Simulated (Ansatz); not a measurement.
# Fe (Fmmm) in Ansatz: a series of runs

The runs below take Fe through single point, equation of state, with LDA.

Everything below comes from runs of Ansatz 0.2.0. Logs are shortened: lines on timing, memory, paths and dates and some standing lists are left out, and cuts for length are marked.

## (1) The structure

Symmetry: Fmmm, No. 69, orthorhombic system. The conventional cell has a = 2.997 Å, b = 3.883 Å, c = 3.930 Å, α = 90.00°, β = 90.00°, γ = 90.00°. Fe (site symmetry mmm) is surrounded by 12 Fe at 2.45 to 2.76 Å.

## (2) Single point, LDA, collinear spin, ferromagnetic start, 10.75 Å³/atom (volume scaled by 0.94)

Input file input.yaml:

```yaml
crystal:
  lattice:
    - [0.0, 1.9021012277, 1.9249897192]
    - [1.4678507246, 0.0, 1.9249897192]
    - [1.4678507246, 1.9021012277, 0.0]
  atoms:
    - { symbol: Fe, position: [0.0, 0.0, 0.0], spin: 3.0 }
kpoints:
  mp_grid: { grid: [13, 13, 13] }
scf:
  occupations: { method: fermi_dirac, width: 0.05 }
hamiltonian:
  xc: lda
  pseudopotentials: { kind: all_electron, lapw: { basis_error: 0.001 } }
magnetization:
  spin_polarized: true
output:
  forces: true
  stress: true
  eigenvalues: true
```

Potentials or basis: all-electron LAPW, scalar-relativistic.

Started as:

```console
$ ansatz run input.yaml --threads 2 --pin off --max-ram 6144MiB --backend cpu --events-out ev --progress --plain --runs-dir out
```

The program printed:

```text
Warning: RAYON_NUM_THREADS=2 ignored (pool sized by the plan → 2); use --threads N
LAPW: plane waves up to 9.327 Å⁻¹, error target 1.0e-3 eV per atom; small_component_spin mean_spin; Fe in spheres of 1.201 Å, 16 of its electrons in bands, Dirac shells [] (how accurate: hamiltonian.pseudopotentials.lapw.basis_error, Limitations)
Engine: ansatz 0.2.0, x86_64-unknown-linux-gnu
Pseudopotentials: kind: all_electron
Pseudopotential: Fe, LAPW, valence charge 16, lapw/all_electron/scalar/gaussian/Fe, Koelling and Harmon's equation, gaussian nucleus
Functional definition: SPW92
  exchange = slater_x
  correlation = pw_c
Crystal: 1 atoms, lattice volume = 10.749 Å³
Basis set: ecut = 331.4631956744686 eV, 149 PW (Γ), FFT grids on a1−a2, a2, a3, exchange–correlation at level 2
Bands: 14, of which v1, the nominal top of the filled ones, is band 8 counted from 1 (7 counted from 0)
Symmetry: 8 space group operations
Space group: Fmmm (ITA 69), of the structure as read, at distance tolerance 2.2e-5 Å
Magnetic group: BNS 69.521 (UNI 619), of the structure as read, at distance tolerance 2.2e-5 Å
k-points: 343 of 2197
Non-local potential: Fe, projectors of the file, none
Initial density: superposition of atomic densities (chi_scale 0.1, normalization cell)
Starting moments: Σ|m| = 3 μB on 1 of 1 site
Initial wavefunctions: plane waves of lowest kinetic energy (no species holds an atomic orbital)
Functional: x = slater, c = lda
iter 1 solved again at ethr=4.04e-5 eV; its pass at ethr=1.00e-1 eV (dr2=6.47e-3 eV) is discarded
SCF iter   1: F=—  HF=-34573.605088 eV  |F-HF|=—  |Δ(HF+E_count)|=         —  Δρ=4.63e-2 (↑4.63e-2 ↓4.35e-2)  dr2=6.58e-3  dr2_m=1.95e-1  M=2.104 μB ∫|m|=2.115 μB  β_m=0.30  ethr=4.04e-5  ⟨swp⟩=3.3  Hψ=72982  notcnv=0
Mixer restart at iter 1: flushing history
preconditioner: auto → none  [metal: Δε(μ)=0.005 eV  Ē_g=15.681 eV  σ=0.050 eV  W_gap=0.03  n_scr=0 (ndim 8)  ℏωp=32.0 eV  f_vac=0.000  D(μ)=1.04/eV (n_scr^D=12)]
SCF iter   2: F=—  HF=-34573.605822 eV  |F-HF|=—  |Δ(HF+E_count)|=   7.34e-4  Δρ=3.11e-2 (↑3.11e-2 ↓3.05e-2)  dr2=1.47e-3  dr2_m=9.25e-2  M=2.109 μB ∫|m|=2.127 μB  β_m=0.55  ethr=4.04e-5  ⟨swp⟩=2.2  Hψ=27060  notcnv=0
SCF iter   3: F=—  HF=-34573.655811 eV  |F-HF|=—  |Δ(HF+E_count)|=   5.00e-2  Δρ=1.22e-2 (↑1.22e-2 ↓9.37e-3)  dr2=3.87e-3  dr2_m=9.78e-3  M=2.004 μB ∫|m|=2.043 μB  β_m=0.47  ethr=9.17e-6  ⟨swp⟩=3.0  Hψ=31013  notcnv=0
iter 4 solved again at ethr=1.64e-7 eV; its pass at ethr=9.17e-6 eV (dr2=2.63e-5 eV) is discarded
SCF iter   4: F=—  HF=-34573.632753 eV  |F-HF|=—  |Δ(HF+E_count)|=   2.31e-2  Δρ=7.63e-4 (↑6.07e-4 ↓7.63e-4)  dr2=2.63e-5  dr2_m=3.64e-5  M=2.029 μB ∫|m|=2.077 μB  β_m=0.74  ethr=1.64e-7  ⟨swp⟩=2.1  Hψ=46326  notcnv=0
SCF iter   5: F=—  HF=-34573.633415 eV  |F-HF|=—  |Δ(HF+E_count)|=         —  Δρ=2.95e-4 (↑2.31e-4 ↓2.95e-4)  dr2=2.38e-6  dr2_m=5.91e-6  M=2.029 μB ∫|m|=2.078 μB  β_m=0.87  ethr=1.64e-7  ⟨swp⟩=2.5  Hψ=24728  notcnv=0
the basis was enlarged: its passes take 711.4 KiB over the memory plan, 2 of 2 planned eigensolver slots
SCF iter   6: F=—  HF=-34573.633467 eV  |F-HF|=—  |Δ(HF+E_count)|=   5.22e-5  Δρ=4.69e-5 (↑3.68e-5 ↓4.69e-5)  dr2=7.30e-8  dr2_m=1.45e-7  M=2.028 μB ∫|m|=2.078 μB  β_m=0.83  ethr=1.49e-8  ⟨swp⟩=2.9  Hψ=26186  notcnv=0
SCF iter   7: F=—  HF=-34573.633467 eV  |F-HF|=—  |Δ(HF+E_count)|=   4.96e-7  Δρ=7.01e-6 (↑7.01e-6 ↓2.39e-6)  dr2=2.39e-9  dr2_m=1.75e-9  M=2.028 μB ∫|m|=2.078 μB  β_m=0.91  ethr=4.56e-10  ⟨swp⟩=2.2  Hψ=24415  notcnv=0
SCF iter   8: F=-34573.633467 eV  HF=-34573.633467 eV  |F-HF|=8.00e-11  |Δ(HF+E_count)|=   5.06e-8  Δρ=1.53e-6 (↑1.22e-6 ↓1.53e-6)  dr2=1.84e-10  dr2_m=1.30e-10  M=2.028 μB ∫|m|=2.078 μB  ethr=1.49e-11  ⟨swp⟩=2.5  Hψ=25047  notcnv=0
SCF 1 converged in 8 iterations: F = -34573.633467 eV  dr2 = 1.84e-10
SCF converged after 8 iterations
Magnetization: 2.0279 μB (9.0139 up, 6.9861 down)
Absolute magnetization: 2.0778 μB (∫|ρ↑−ρ↓|)
Spin contamination: 0.0194 ħ² per cell (⟨S²⟩ above its minimum at these occupations)
Per-site moments (μB) at R_I (Å): [(2.051444813908553, 1.201309146107942)]
Free energy (F): -34573.633467 eV
Harris-Foulkes:  -34573.633467 eV  (|F-HF|=8.00e-11)
Internal energy: -34573.625232 eV  (E = F + TS)
E sigma→0 (E₀):  -34573.629349 eV
Entropy (-TS):   -0.008235 eV (-8.235 meV/atom)
Fermi energy:    19.661965 eV
--- Per-component energies (eV) ---
  E_band       = -193.222731
  E_kinetic    = 35032.411766
  E_xc         = -1461.164590
  E_electrostatic = -68144.872407  (all electrons and nuclei)
  E_smearing   = -0.008235  (= −TS)
  E_closure    = 0.000000  (closes the sum)
  E_atoms      = -34563.488450  (free atoms, spherical and without spin; not in F)
  Σ components = -34573.633467   (vs F -34573.633467, Δ=0.00e0)
  Basis errors (estimates in eV, not in F): energy 2.8e-4 per atom: plane waves 2.4e-4 (1.2e-4 summed), levels above the bands 7.9e-196, relativity 5.4e-9, radial functions 4.5e-5, core shells 1.2e-8; eigenvalues (radial functions only) 1.9e-5; not estimated: angular momenta, meshes, grids; target (lapw.basis_error) 1.0e-3; muffin-tin radii Fe 1.201 Å
--- Forces (eV/Å), atoms counted from 1 ---
  atom   1  Fe     0.00000000     0.00000000     0.00000000
  max |Σ_I F_I| component: 0.00e0 eV/Å
--- Stress (GPa, compression-positive) ---
      -14.782642       0.000000       0.000000
        0.000000      -2.866475       0.000000
        0.000000       0.000000      -5.214162
  P = ⅓ Tr σ = -7.6211 GPa (-76.211 kbar)
--- Band table (eV; the first three rows and the last of 686) ---
  k-point 0 ↑: bands = ["-67.7088", "-33.8479", "-33.8317", "-33.8233", "10.6567", "17.0068", "17.1189", "17.5276", "18.3827", "18.8392", "43.1870", "44.7624", "45.0449", "49.8859"]
  k-point 1 ↑: bands = ["-67.7030", "-33.8707", "-33.8393", "-33.8321", "10.9066", "17.0214", "17.1293", "17.5699", "18.3397", "18.8074", "42.4535", "44.0701", "44.8418", "49.1055"]
  k-point 2 ↑: bands = ["-67.6867", "-33.9522", "-33.8618", "-33.8364", "11.6232", "16.9787", "17.0467", "17.8624", "18.2608", "18.7543", "39.7455", "43.0095", "44.6334", "48.2454"]
  k-point 342 ↓: bands = ["-65.2822", "-32.1026", "-31.7902", "-31.6130", "15.6354", "17.1009", "20.0155", "21.2088", "21.6158", "22.8106", "29.2065", "36.6008", "38.7870", "44.2289"]
```

Run time: 17 s. Hardware: 2 threads of Intel Xeon 6975P-C (Granite Rapids), shared host; peak memory 0.64 GiB.

Results:

| Property | Result |
| --- | --- |
| Free energy | -34573.6335 eV |
| Pressure | -7.6 GPa |
| Band gap on the k mesh | none (metal or under the smearing width) |
| Net moment | 2.03 μB per cell |
| Absolute moment | 2.08 μB per cell |
| Site moments | Fe +2.05 μB |

## (3) Single point, LDA, collinear spin, ferromagnetic start, 10.98 Å³/atom (volume scaled by 0.96)

Changes to input.yaml since step 2:

```diff
@@ -2,5 +2,5 @@
   lattice:
-    - [0.0, 1.9021012277, 1.9249897192]
-    - [1.4678507246, 0.0, 1.9249897192]
-    - [1.4678507246, 1.9021012277, 0.0]
+    - [0.0, 1.9154967481, 1.9385464314]
+    - [1.4781880421, 0.0, 1.9385464314]
+    - [1.4781880421, 1.9154967481, 0.0]
   atoms:
```

Potentials or basis: all-electron LAPW, scalar-relativistic.

Started as:

```console
$ ansatz run input.yaml --threads 2 --pin off --max-ram 6144MiB --backend cpu --events-out ev --progress --plain --runs-dir out
```

Run time: 17 s. Hardware: 2 threads of Intel Xeon 6975P-C (Granite Rapids), shared host; peak memory 0.64 GiB.

It converged, with:

```
Free energy            : -34573.6194 eV
Pressure               : -11.9 GPa
Band gap on the k mesh : none (metal or under the smearing width)
Net moment             : 2.06 μB per cell
Absolute moment        : 2.12 μB per cell
Site moments           : Fe +2.09 μB
```

## (4) Single point, LDA, collinear spin, ferromagnetic start, 11.21 Å³/atom (volume scaled by 0.98)

Changes to input.yaml since step 3:

```diff
@@ -2,5 +2,5 @@
   lattice:
-    - [0.0, 1.9154967481, 1.9385464314]
-    - [1.4781880421, 0.0, 1.9385464314]
-    - [1.4781880421, 1.9154967481, 0.0]
+    - [0.0, 1.9287074879, 1.9519161397]
+    - [1.4883827645, 0.0, 1.9519161397]
+    - [1.4883827645, 1.9287074879, 0.0]
   atoms:
```

Started as:

```console
$ ansatz run input.yaml --threads 2 --pin off --max-ram 6144MiB --backend cpu --events-out ev --progress --plain --runs-dir out
```

Wall time 20 s (2 threads of Intel Xeon 6975P-C (Granite Rapids), shared host); peak memory 0.63 GiB.

Results (log left out):

```yaml
Free_energy: -34573.5997 eV
Pressure: -15.7 GPa
Band_gap_on_the_k_mesh: none (metal or under the smearing width)
Net_moment: 2.10 μB per cell
Absolute_moment: 2.15 μB per cell
Site_moments: Fe +2.13 μB
```

## (5) Single point, LDA, collinear spin, ferromagnetic start, 11.44 Å³/atom

Changes to input.yaml since step 4:

```diff
@@ -2,5 +2,5 @@
   lattice:
-    - [0.0, 1.9287074879, 1.9519161397]
-    - [1.4883827645, 0.0, 1.9519161397]
-    - [1.4883827645, 1.9287074879, 0.0]
+    - [0.0, 1.9417396906, 1.9651051623]
+    - [1.4984397099, 0.0, 1.9651051623]
+    - [1.4984397099, 1.9417396906, 0.0]
   atoms:
```

Started as:

```console
$ ansatz run input.yaml --threads 2 --pin off --max-ram 6144MiB --backend cpu --events-out ev --progress --plain --runs-dir out
```

Run time: 19 s. Hardware: 2 threads of Intel Xeon 6975P-C (Granite Rapids), shared host; peak memory 0.61 GiB.

Results (log left out):

```
Free energy            : -34573.5750 eV
Pressure               : -18.8 GPa
Band gap on the k mesh : none (metal or under the smearing width)
Net moment             : 2.14 μB per cell
Absolute moment        : 2.20 μB per cell
Site moments           : Fe +2.17 μB
```

## (6) Single point, LDA, collinear spin, ferromagnetic start, 11.66 Å³/atom (volume scaled by 1.02)

Changes to input.yaml since step 5:

```diff
@@ -2,5 +2,5 @@
   lattice:
-    - [0.0, 1.9417396906, 1.9651051623]
-    - [1.4984397099, 0.0, 1.9651051623]
-    - [1.4984397099, 1.9417396906, 0.0]
+    - [0.0, 1.9545992686, 1.978119483]
+    - [1.5083634409, 0.0, 1.978119483]
+    - [1.5083634409, 1.9545992686, 0.0]
   atoms:
```

Potentials or basis: all-electron LAPW, scalar-relativistic.

Started as:

```console
$ ansatz run input.yaml --threads 2 --pin off --max-ram 6144MiB --backend cpu --events-out ev --progress --plain --runs-dir out
```

It took 21 s on 2 threads of Intel Xeon 6975P-C (Granite Rapids), shared host; peak memory 0.63 GiB.

It converged, with:

* Free energy: -34573.5462 eV
* Pressure: -21.5 GPa
* Band gap on the k mesh: none (metal or under the smearing width)
* Net moment: 2.18 μB per cell
* Absolute moment: 2.25 μB per cell
* Site moments: Fe +2.21 μB

## (7) Single point, LDA, collinear spin, ferromagnetic start, 11.89 Å³/atom (volume scaled by 1.04)

Changes to input.yaml since step 6:

```diff
@@ -2,5 +2,5 @@
   lattice:
-    - [0.0, 1.9545992686, 1.978119483]
-    - [1.5083634409, 0.0, 1.978119483]
-    - [1.5083634409, 1.9545992686, 0.0]
+    - [0.0, 1.9672918273, 1.9909647747]
+    - [1.5181582831, 0.0, 1.9909647747]
+    - [1.5181582831, 1.9672918273, 0.0]
   atoms:
```

Started as:

```console
$ ansatz run input.yaml --threads 2 --pin off --max-ram 6144MiB --backend cpu --events-out ev --progress --plain --runs-dir out
```

It took 19 s on 2 threads of Intel Xeon 6975P-C (Granite Rapids), shared host; peak memory 0.63 GiB.

It converged, with:

```
Free energy            : -34573.5139 eV
Pressure               : -23.7 GPa
Band gap on the k mesh : none (metal or under the smearing width)
Net moment             : 2.23 μB per cell
Absolute moment        : 2.30 μB per cell
Site moments           : Fe +2.26 μB
```

## (8) Single point, LDA, collinear spin, ferromagnetic start, 12.12 Å³/atom (volume scaled by 1.06)

Changes to input.yaml since step 7:

```diff
@@ -2,5 +2,5 @@
   lattice:
-    - [0.0, 1.9672918273, 1.9909647747]
-    - [1.5181582831, 0.0, 1.9909647747]
-    - [1.5181582831, 1.9672918273, 0.0]
+    - [0.0, 1.9798226863, 2.0036464209]
+    - [1.5278283418, 0.0, 2.0036464209]
+    - [1.5278283418, 1.9798226863, 0.0]
   atoms:
```

Started as:

```console
$ ansatz run input.yaml --threads 2 --pin off --max-ram 6144MiB --backend cpu --events-out ev --progress --plain --runs-dir out
```

It took 18 s on 2 threads of Intel Xeon 6975P-C (Granite Rapids), shared host; peak memory 0.62 GiB.

The run converged. Its results:

| Property | Result |
| --- | --- |
| Free energy | -34573.4786 eV |
| Pressure | -25.6 GPa |
| Band gap on the k mesh | none (metal or under the smearing width) |
| Net moment | 2.28 μB per cell |
| Absolute moment | 2.35 μB per cell |
| Site moments | Fe +2.31 μB |

## (9) Equation of state, LDA, collinear spin, ferromagnetic start

Potentials or basis: all-electron LAPW, scalar-relativistic.

No new run: the results of the series are fitted here.

What came out:

```yaml
Equilibrium_volume: "10.42 Å³/atom (rough: see the caveat)"
Bulk_modulus_at_fixed_shape_and_positions: 268 GPa (rough)
```

Energy against volume, from the lowest point:
```tsv
volume (Å³/atom)	energy (meV/atom)
10.749	0.00
10.978	14.03
11.207	33.79
11.435	58.46
11.664	87.27
11.893	119.60
12.121	154.87
```

Caveat: the minimum lies outside the volumes run; the cell was scaled at fixed shape and fractional positions, which overstates the stiffness of a crystal with free parameters, most of all of layers and chains.
